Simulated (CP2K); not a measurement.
## ZnS under changes of volume

One of the cells (19.727 Å³/atom); the others are scaled copies at fixed shape and fractional positions:

```
CELL_PARAMETERS angstrom
3.82121 0.00000 0.00000
1.91060 3.30926 0.00000
1.91060 1.10309 3.12000
ATOMIC_POSITIONS crystal
Zn 0.75000 0.75000 0.75000
S 0.00000 0.00000 0.00000
```

| Property | Result |
| --- | --- |
| Program | CP2K 2026.2 |
| Functional | LDA |
| Potentials or basis | GTH_POTENTIALS Zn GTH-PADE-q12, S GTH-PADE-q6; TZVP-MOLOPT-PBE-GTH basis |
| Density cutoff | 6123 eV |
| k mesh | 9 × 9 × 9 |
| Occupations | fermi-dirac, width 0.05 eV |
| Spin | no spin polarisation |

```csv
volume (Å³/atom),energy over the lowest point (meV/atom),pressure (GPa),gap on the mesh (eV)
18.543,0.00,0.6,2.07
18.938,0.84,-1.3,1.98
19.332,5.99,-2.9,1.89
19.727,14.93,-4.3,1.80
20.121,27.24,-5.6,1.71
20.516,?,?,?
20.910,60.56,-7.8,1.55
```

Q: What does the run at 20.516 Å³/atom give?

A: Energy over the lowest point 42.56 meV/atom; pressure -6.8 GPa; gap on the mesh 1.63 eV.

Worked out: A Birch-Murnaghan fit of order 3 (a polynomial in V^(-2/3)) to the other rows has its minimum at 18.67 Å³/atom with B0 = V·E''(V) = 89 GPa and B' = 4.6. It gives 42.59 meV/atom at 20.516 Å³/atom, against the run's 42.56, and -dE/dV = -6.8 GPa, against -6.8. A straight line through the other rows of the gap, of slope -4.35 eV per unit of ln V (its deformation potential), gives 1.63 eV, against the run's 1.63.

Energies are extrapolated to zero smearing.

Caveats: the basis of atomic orbitals isn't converged, which shifts pressures, moduli and gaps.
